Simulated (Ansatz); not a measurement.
# TiCo (Pm-3m) in Ansatz: notebook

The runs below take TiCo through elastic constants, phonons, with PBE, PBEsol.

Everything below comes from runs of Ansatz 0.2.0. Logs are shortened: lines on timing, memory, paths and dates and some standing lists are left out, and cuts for length are marked.

## 1. The crystal as given

It takes space group Pm-3m (No. 221, cubic). Conventional cell: a = 2.986 Å, b = 2.986 Å, c = 2.986 Å, α = 90.00°, β = 90.00°, γ = 90.00°. Co (site symmetry m-3m) is surrounded by 8 Ti at 2.59 Å. Around Ti (site symmetry m-3m) lie 8 Co at 2.59 Å.

The cell comes from a database or a generator and needn't be the stable form of this composition.

## 2. Elastic constants, PBE, collinear spin, ferromagnetic start

input.yaml

```yaml
crystal:
  lattice:
    - [2.98611099, 0.0, 0.0]
    - [0.0, 2.98611099, 0.0]
    - [0.0, 0.0, 2.98611099]
  atoms:
    - { symbol: Co, position: [0.5, 0.5, 0.5], spin: 2.0 }
    - { symbol: Ti, position: [0.0, 0.0, 0.0], spin: 1.0 }
kpoints:
  mp_grid: { grid: [7, 7, 7] }
scf:
  occupations: { method: fermi_dirac, width: 0.05 }
hamiltonian:
  xc: pbe
  pseudopotentials: { kind: all_electron, lapw: { basis_error: 0.001 } }
magnetization:
  spin_polarized: true
output:
  forces: true
  stress: true
elastic:
  mode: clamped_ion
  stencil: two_point
```

Potentials or basis: all-electron LAPW, scalar-relativistic.

Started as:

```sh
$ ansatz run input.yaml --threads 2 --pin off --max-ram 6144MiB --backend cpu --events-out ev --progress --plain --runs-dir out
```

Log:

```text
Warning: RAYON_NUM_THREADS=2 ignored (pool sized by the plan → 2); use --threads N
LAPW: plane waves up to 8.833 Å⁻¹, error target 1.0e-3 eV per atom; small_component_spin mean_spin; Ti in spheres of 1.245 Å, 18 of its electrons in bands, Dirac shells []; Co in spheres of 1.264 Å, 17 of its electrons in bands, Dirac shells [] (how accurate: hamiltonian.pseudopotentials.lapw.basis_error, Limitations)
Engine: ansatz 0.2.0, aarch64-unknown-linux-gnu
Pseudopotentials: kind: all_electron
Pseudopotential: Co, LAPW, valence charge 17, lapw/all_electron/scalar/gaussian/Co, Koelling and Harmon's equation, gaussian nucleus
Pseudopotential: Ti, LAPW, valence charge 18, lapw/all_electron/scalar/gaussian/Ti, Koelling and Harmon's equation, gaussian nucleus
Functional definition: PBE
  parameter kappa = 0.804
  parameter beta = 0.06672455060314922
  exchange = pbe_x(kappa = kappa, mu = beta*pi^2/3)
  correlation = pbe_c(beta = beta)
Crystal: 2 atoms, lattice volume = 26.627 Å³
Basis set: ecut = 297.2772677664823 eV, 305 PW (Γ), exchange–correlation at level 2
Bands: 23, of which v1, the nominal top of the filled ones, is band 18 counted from 1 (17 counted from 0)
Symmetry: 48 space group operations
Space group: Pm-3m (ITA 221), of the structure as read, at distance tolerance 3.0e-5 Å
Magnetic group: BNS 221.92 (UNI 1594), of the structure as read, at distance tolerance 3.0e-5 Å
k-points: 20 of 343
Non-local potential: Co, projectors of the file, none
Non-local potential: Ti, projectors of the file, none
Initial density: superposition of atomic densities (chi_scale 0.1, normalization cell)
Starting moments: Σ|m| = 3 μB on 2 of 2 sites
Initial wavefunctions: plane waves of lowest kinetic energy (no species holds an atomic orbital)
Functional: x = pbe(κ = 0.804, μ = 0.2195149727645171), c = pbe(β = 0.06672455060314922)
SCF 1 converged in 11 iterations: F = -61151.739758 eV  dr2 = 1.34e-8
a single point of the input's cell can leave the moments in the input for a lower state (scf.lower_state_search): this run first made a single point of its cell. This run's own SCFs start from the density of the state that the single point found, with the moments in the input. The single point stayed on the moments in the input.
Initial density: read from a saved state, or passed on in memory by an earlier SCF of this step, an earlier step, the calling program or the single point that the run made first
Stability of the state it starts from, as read at its close in the collinear treatment: not read negative (Ritz values of 1 − χ₀K, real part plus size of imaginary part, from 0.48 to 0.56, by its mixing steps under the symmetry group of the SCF that read it); its run was given moments
Starting moments: Σ|m| = 3 μB on 2 of 2 sites; this step starts from the density that it was given
iter 1 solved again at ethr=1.19e-8 eV; its pass at ethr=1.00e-1 eV (dr2=4.17e-6 eV) is discarded
SCF iter   1: F=—  HF=-61151.739758 eV  |F-HF|=—  |Δ(HF+E_count)|=         —  Δρ=8.83e-7 (↑7.61e-7 ↓8.83e-7)  dr2=9.04e-11  dr2_m=1.36e-10  M=0.835 μB ∫|m|=1.113 μB  β_m=0.65  ethr=1.19e-8  ⟨swp⟩=5.4  Hψ=8263  notcnv=0
the basis was enlarged: its passes take 1.8 MiB over the memory plan, 2 of 2 planned eigensolver slots
preconditioner: auto → none  [insulator: Δε(μ)=0.150 eV  Ē_g=4.724 eV  σ=0.050 eV  W_gap=0.58  n_scr=6 (ndim 8)  ℏωp=25.9 eV  f_vac=0.000  D(μ)=0.94/eV (n_scr^D=6)  ε∞_Penn≈31.2]
SCF iter   2: F=—  HF=-61151.739758 eV  |F-HF|=—  |Δ(HF+E_count)|=   1.26e-8  Δρ=7.59e-7 (↑7.59e-7 ↓6.06e-7)  dr2=2.93e-11  dr2_m=1.06e-10  M=0.835 μB ∫|m|=1.113 μB  β_m=0.46  ethr=8.89e-12 (applied; sched 1.00e-12)  ⟨swp⟩=4.0  Hψ=3473  notcnv=0
SCF iter   3: F=—  HF=-61151.739758 eV  |F-HF|=—  |Δ(HF+E_count)|=  5.09e-10  Δρ=5.09e-7 (↑3.25e-7 ↓5.09e-7)  dr2=1.95e-11  dr2_m=4.13e-11  M=0.835 μB ∫|m|=1.113 μB  β_m=0.58  ethr=6.37e-12 (applied; sched 1.00e-12)  ⟨swp⟩=2.0  Hψ=2683  notcnv=0
SCF iter   4: F=—  HF=-61151.739758 eV  |F-HF|=—  |Δ(HF+E_count)|=  7.20e-10  Δρ=2.28e-7 (↑2.28e-7 ↓1.39e-7)  dr2=4.76e-12  dr2_m=8.00e-12  M=0.835 μB ∫|m|=1.113 μB  β_m=0.55  ethr=6.37e-12 (applied; sched 1.00e-12)  ⟨swp⟩=2.0  Hψ=2683  notcnv=0
SCF iter   5: F=—  HF=-61151.739758 eV  |F-HF|=—  |Δ(HF+E_count)|=  1.09e-10  Δρ=4.45e-8 (↑3.68e-8 ↓4.45e-8)  dr2=5.58e-14  dr2_m=3.78e-13  M=0.835 μB ∫|m|=1.113 μB  β_m=0.77  ethr=6.37e-12 (applied; sched 1.00e-12)  ⟨swp⟩=2.0  Hψ=2683  notcnv=0
SCF iter   6: F=—  HF=-61151.739758 eV  |F-HF|=—  |Δ(HF+E_count)|=  8.73e-11  Δρ=3.25e-8 (↑3.25e-8 ↓2.18e-8)  dr2=1.83e-13  dr2_m=1.56e-13  M=0.835 μB ∫|m|=1.113 μB  β_m=0.68  ethr=6.37e-12 (applied; sched 1.00e-12)  ⟨swp⟩=2.0  Hψ=2683  notcnv=0
SCF iter   7: F=—  HF=-61151.739758 eV  |F-HF|=—  |Δ(HF+E_count)|=  2.18e-11  Δρ=1.17e-8 (↑1.15e-8 ↓1.17e-8)  dr2=2.72e-15  dr2_m=3.17e-14  M=0.835 μB ∫|m|=1.113 μB  β_m=0.84  ethr=6.37e-12 (applied; sched 1.00e-12)  ⟨swp⟩=2.0  Hψ=2683  notcnv=0
[... 77 lines left out ...]
SCF iter   9: F=—  HF=-61151.739737 eV  |F-HF|=—  |Δ(HF+E_count)|=  4.37e-11  Δρ=6.05e-8 (↑1.78e-8 ↓6.05e-8)  dr2=2.63e-12  dr2_m=1.31e-13  M=0.835 μB ∫|m|=1.113 μB  β_m=0.89  ethr=6.37e-12 (applied; sched 1.00e-12)  ⟨swp⟩=2.0  Hψ=8597  notcnv=0
SCF iter  10: F=—  HF=-61151.739737 eV  |F-HF|=—  |Δ(HF+E_count)|=  5.09e-11  Δρ=2.99e-8 (↑9.10e-9 ↓2.99e-8)  dr2=6.69e-13  dr2_m=2.70e-14  M=0.835 μB ∫|m|=1.113 μB  β_m=0.94  ethr=6.37e-12 (applied; sched 1.00e-12)  ⟨swp⟩=2.0  Hψ=8597  notcnv=0
SCF iter  11: F=—  HF=-61151.739737 eV  |F-HF|=—  |Δ(HF+E_count)|=  8.00e-11  Δρ=6.49e-9 (↑3.33e-9 ↓6.49e-9)  dr2=3.65e-14  dr2_m=1.33e-15  M=0.835 μB ∫|m|=1.113 μB  β_m=0.97  ethr=6.37e-12 (applied; sched 1.00e-12)  ⟨swp⟩=2.0  Hψ=8597  notcnv=0
SCF iter  12: F=-61151.739737 eV  HF=-61151.739737 eV  |F-HF|=2.91e-11  |Δ(HF+E_count)|=  3.64e-11  Δρ=1.59e-9 (↑1.08e-9 ↓1.59e-9)  dr2=2.78e-15  dr2_m=7.69e-17  M=0.835 μB ∫|m|=1.113 μB  ethr=6.37e-12 (applied; sched 1.00e-12)  ⟨swp⟩=2.0  Hψ=8597  notcnv=0
SCF 6 converged in 12 iterations: F = -61151.739737 eV  dr2 = 2.78e-15
SCF converged after 10 iterations
Magnetization: 0.8353 μB (17.9176 up, 17.0824 down)
Absolute magnetization: 1.1127 μB (∫|ρ↑−ρ↓|)
Spin contamination: 0.0810 ħ² per cell (⟨S²⟩ above its minimum at these occupations)
Per-site moments (μB) at R_I (Å): [(0.9702775385083733, 1.2639549277366326), (-0.06260046780026052, 1.2445115714684059)]
Free energy (F): -61151.739758 eV
Harris-Foulkes:  -61151.739758 eV  (|F-HF|=2.91e-11)
Internal energy: -61151.730956 eV  (E = F + TS)
E sigma→0 (E₀):  -61151.735357 eV
Entropy (-TS):   -0.008802 eV (-4.401 meV/atom)
Fermi energy:    17.069554 eV
--- Per-component energies (eV) ---
  E_band       = -2922.339119
  E_kinetic    = 61939.916638
  E_xc         = -2772.865403
  E_electrostatic = -120318.782191  (all electrons and nuclei)
  E_smearing   = -0.008802  (= −TS)
  E_closure    = 0.000000  (closes the sum)
  E_atoms      = -61135.910313  (free atoms, spherical and without spin; not in F)
  Σ components = -61151.739758   (vs F -61151.739758, Δ=0.00e0)
  Basis errors (estimates in eV, not in F): energy 2.2e-4 per atom: plane waves 1.8e-4 (1.0e-4 summed), levels above the bands 1.2e-68, relativity 9.9e-9, radial functions 3.8e-5, core shells 1.4e-7; eigenvalues (radial functions only) 8.1e-7; not estimated: angular momenta, meshes, grids; target (lapw.basis_error) 1.0e-3; muffin-tin radii Ti 1.245 Å, Co 1.264 Å
--- Forces (eV/Å), atoms counted from 1 ---
  atom   1  Co    -0.00000000    -0.00000000     0.00000000
  atom   2  Ti    -0.00000000    -0.00000000     0.00000000
  max |Σ_I F_I| component: 6.44e-30 eV/Å
--- Stress (GPa, compression-positive) ---
       -0.331145      -0.000000       0.000000
       -0.000000      -0.331145       0.000000
        0.000000       0.000000      -0.331145
  P = ⅓ Tr σ = -0.3311 GPa (-3.311 kbar)
--- Band table (eV; the first three rows and the last of 40) ---
  k-point 0 ↑: bands = ["-421.6073", "-421.6073", "-421.6073", "-78.6655", "-41.9300", "-41.9300", "-41.9300", "-40.0118", "-16.1212", "-16.1212", "-16.1212", "9.3740", "12.8746", "12.8746", "15.2081", "15.2081", "15.2081", "17.5695", "17.5695", "19.7682", "19.7682", "19.7682", "25.9548"]
  k-point 1 ↑: bands = ["-421.6073", "-421.6073", "-421.6073", "-78.6652", "-41.9361", "-41.9296", "-41.9296", "-40.0038", "-16.1787", "-16.1172", "-16.1172", "9.7732", "13.0296", "13.0433", "15.1795", "15.1795", "15.2698", "17.3995", "17.6248", "19.2767", "19.2767", "19.6909", "24.3229"]
  k-point 2 ↑: bands = ["-421.6073", "-421.6073", "-421.6073", "-78.6646", "-41.9497", "-41.9287", "-41.9287", "-39.9858", "-16.3062", "-16.1081", "-16.1081", "10.8794", "13.3922", "13.4375", "15.1263", "15.1263", "15.4171", "16.9529", "17.4904", "18.4045", "18.4045", "19.5087", "22.0115"]
  k-point 19 ↓: bands = ["-421.6168", "-421.6168", "-421.6168", "-77.5140", "-40.8297", "-40.8294", "-40.8294", "-39.9661", "-16.3803", "-16.3801", "-16.3801", "14.4827", "14.7077", "14.7077", "14.9419", "15.0583", "15.0583", "17.2532", "17.2532", "19.9576", "19.9576", "23.4560", "24.7153"]
--- Elastic constants: 2 strain directions × 2 members + reference (group order 48) ---
  dense FFT box of the reference and of every strained cell: 18×18×18
  strains applied: 11, 23; error gains: componentwise 1.00 (the most a stress slope's error grows in a printed constant), spectral 1.73 (1 for all six strains in a standard setting)
  C = ∂σ_k/∂η_j (tension-positive GPa; Voigt order 11 22 33 23 13 12):
       295.743    104.151    104.151     -0.000     -0.000     -0.000
       104.151    295.743    104.151     -0.000     -0.000     -0.000
       104.151    104.151    295.743     -0.000     -0.000     -0.000
         0.000      0.000      0.000     64.697     -0.000     -0.000
        -0.000      0.000      0.000      0.000     64.697     -0.000
        -0.000      0.000     -0.000      0.000      0.000     64.697
  reference stress σ⁰ (GPa):      0.331      0.331      0.331      0.000      0.000      0.000
  no Pulay correction (none for the plane-wave cutoff is built on LAPW): the batch's stresses and constants are at fixed plane waves
  C* (energy form; C + prestress term) asymmetry max|C*_kj − C*_jk| = 2.842e-14 GPa — a small one proves nothing (zero by symmetry where the batch's group is 432, −43m or m−3m); a large one is finite-difference/SCF noise where every solve meets its electron count
  moduli (Voigt/Reuss/Hill, GPa): K = 168.01/168.01/168.01   G = 77.14/74.35/75.74   E = 197.55   ν = 0.304
  mechanically stable: yes (min eigenvalue of sym C = 64.70 GPa)
  where every solve meets its electron count the energy-path curvature estimates C_jj along a normal strain and C_jj − ¼(σ⁰_aa + σ⁰_bb) along a shear (ab), closely only under elastic.basis: deformed
  strain η (Voigt 11):  stress-route row diagonal C_11 = 295.74 GPa, energy-path curvature d²(F+E_count)/dδ²/Ω₀ = 295.76 GPa
         δ    σ_11 (GPa)             F (eV)   n_scf  n_hpsi   n_pw
    -2.000e-3      -0.2631      -61151.7397695      14   91469    316
     2.000e-3       0.9198      -61151.7395499      14   91256    316
  strain η (Voigt 23):  stress-route row diagonal C_44 = 64.70 GPa, energy-path curvature d²(F+E_count)/dδ²/Ω₀ = 64.52 GPa
         δ    σ_23 (GPa)             F (eV)   n_scf  n_hpsi   n_pw
    -2.000e-3      -0.1294      -61151.7397366      12  128330    316
     2.000e-3       0.1294      -61151.7397366      12  128370    316
```

It took 71 s on 2 threads of Arm Neoverse V2, shared host; peak memory 0.52 GiB.

What came out:

```
Free energy                                 : -61151.7398 eV
Pressure                                    : -0.3 GPa
Band gap on the k mesh                      : none (metal or under the smearing width)
Net moment                                  : 0.84 μB per cell
Absolute moment                             : 1.11 μB per cell
Site moments                                : Co +0.97; Ti -0.06 μB
Clamped-ion elastic constants C11, C12, C44 : 296, 104, 65 GPa
Voigt bulk modulus                          : 168 GPa
```

Levels at points of the mesh, in eV from the Fermi level:
Spin up:
```tsv
k point	band 13	band 14	band 15	band 16	band 17	band 18	band 19	band 20	band 21	band 22
(0.00, 0.00, 0.00)	-4.19	-4.19	-1.86	-1.86	-1.86	0.50	0.50	2.70	2.70	2.70
```
Spin down:
| k point | band 14 | band 15 | band 16 | band 17 | band 18 | band 19 | band 20 | band 21 |
| --- | --- | --- | --- | --- | --- | --- | --- | --- |
| (0.00, 0.00, 0.00) | -3.51 | -1.31 | -1.31 | -1.31 | 1.06 | 1.06 | 2.78 | 2.78 |

Elastic tensor in Voigt notation (GPa, ions clamped, in the Cartesian axes of the cell as first typed):
```
296 104 104   0   0   0
104 296 104   0   0   0
104 104 296   0   0   0
  0   0   0  65   0   0
  0   0   0   0  65   0
  0   0   0   0   0  65
```

Caveat: the k mesh is thin for a metal, which can move the energy by tens of meV per atom; a metal's response needs a denser mesh; elastic constants of metals need much finer meshes, so these are rough.

## 3. Elastic constants, PBEsol, collinear spin, ferromagnetic start

input.yaml: that of step 2 with these lines changed.

```diff
@@ -13,3 +13,3 @@
 hamiltonian:
-  xc: pbe
+  xc: pbesol
   pseudopotentials: { kind: all_electron, lapw: { basis_error: 0.001 } }
@@ -21,3 +21,3 @@
 elastic:
-  mode: clamped_ion
+  mode: relaxed_ion
   stencil: two_point
```

Potentials or basis: all-electron LAPW, scalar-relativistic.

Started as:

```sh
$ ansatz run input.yaml --threads 2 --pin off --max-ram 6144MiB --backend cpu --events-out ev --progress --plain --runs-dir out
```

It took 73 s on 2 threads of Arm Neoverse V2, shared host; peak memory 0.51 GiB.

The run converged. Its results:

```yaml
Free_energy: -61092.8206 eV
Pressure: -7.6 GPa
Band_gap_on_the_k_mesh: none (metal or under the smearing width)
Net_moment: 0.82 μB per cell
Absolute_moment: 1.03 μB per cell
Site_moments: Co +0.92; Ti -0.04 μB
Elastic_constants_C11_C12_C44: 277, 94, 57 GPa
Voigt_bulk_modulus: 155 GPa
```

Levels at points of the mesh, in eV from the Fermi level:
Spin up:
```tsv
k point	band 15	band 16	band 17	band 18	band 19	band 20
(0.00, 0.00, 0.00)	-1.84	-1.84	-1.84	0.52	0.52	2.72
```
Spin down:
```csv
k point,band 15,band 16,band 17,band 18,band 19,band 20
"(0.00, 0.00, 0.00)",-1.27,-1.27,-1.27,1.03,1.03,2.81
```

Elastic tensor in Voigt notation (GPa, in the Cartesian axes of the cell as first typed):
```
277  94  94   0   0   0
 94 277  94   0   0   0
 94  94 277   0   0   0
  0   0   0  57   0   0
  0   0   0   0  57   0
  0   0   0   0   0  57
```

Caveat: the k mesh is thin for a metal, which can move the energy by tens of meV per atom; a metal's response needs a denser mesh; the cell is more than 3 GPa from zero pressure, which shifts response properties; elastic constants of metals need much finer meshes, so these are rough.

(Continued in part 2 of 2.)
